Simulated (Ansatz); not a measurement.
Structure relaxation of Os

These are results of DFT PBE, scalar-relativistic, plane waves, PAW (Ansatz 0.2.0), not measurements. Cutoff 420 eV, Γ-centred k mesh, Gaussian smearing, no spin polarisation in the final step.

Os was placed on the sites of a reported Ga cell (C2/c, No. 15), at a guessed volume.

```xyz
2
Lattice="1.2749 -3.7118 0.0000 1.2749 3.7118 0.0000 -0.1083 0.0000 3.0697" Properties=species:S:1:pos:R:3 pbc="T T T"
Os    1.2478   -2.7393    0.7674
Os    1.1937    2.7393    2.3022
```

Cell and atoms relax at zero pressure; the relaxation can't lower the symmetry of the start. After a coarse first stage the cell is made exact in the group found at 0.06 Å.

Energies count from the standard state of Os at the same level.

(1) Which crystal results?

(2) What are its volume, energy, density and gap?

Answers

(1) It ends in Cmcm (No. 63). Conventional cell: a = 2.785 Å, b = 8.055 Å, c = 2.747 Å. Around Os lie 10 Os at 2.58–2.78 Å.

```cif
data_structure
_symmetry_space_group_name_H-M 'Cmcm'
_symmetry_Int_Tables_number 63
_cell_length_a 2.7848
_cell_length_b 8.0547
_cell_length_c 2.7469
_cell_angle_alpha 90.000
_cell_angle_beta 90.000
_cell_angle_gamma 90.000
_cell_volume 61.62
loop_
_atom_site_label
_atom_site_type_symbol
_atom_site_symmetry_multiplicity
_atom_site_Wyckoff_symbol
_atom_site_fract_x
_atom_site_fract_y
_atom_site_fract_z
_atom_site_occupancy
Os1 Os 4 c 0.00000 0.14515 0.75000 1
```

(2) The volume per atom is 15.40 Å³, the density is 20.51 g/cm³ and the energy over the standard structure is 0.37 eV/atom. The gap on the 20×20×20 mesh is 0 eV (a metal).

The final run used a 20×20×20 mesh on its 2-atom cell and 0.10 eV smearing. The k mesh leaves about 4 meV/atom of noise in metals. Spin–orbit coupling is left out. Symmetry constrained the relaxation, so the result can be a saddle point. The steps took about 3 core-minutes in all.

This form isn't the element's structure at ambient conditions.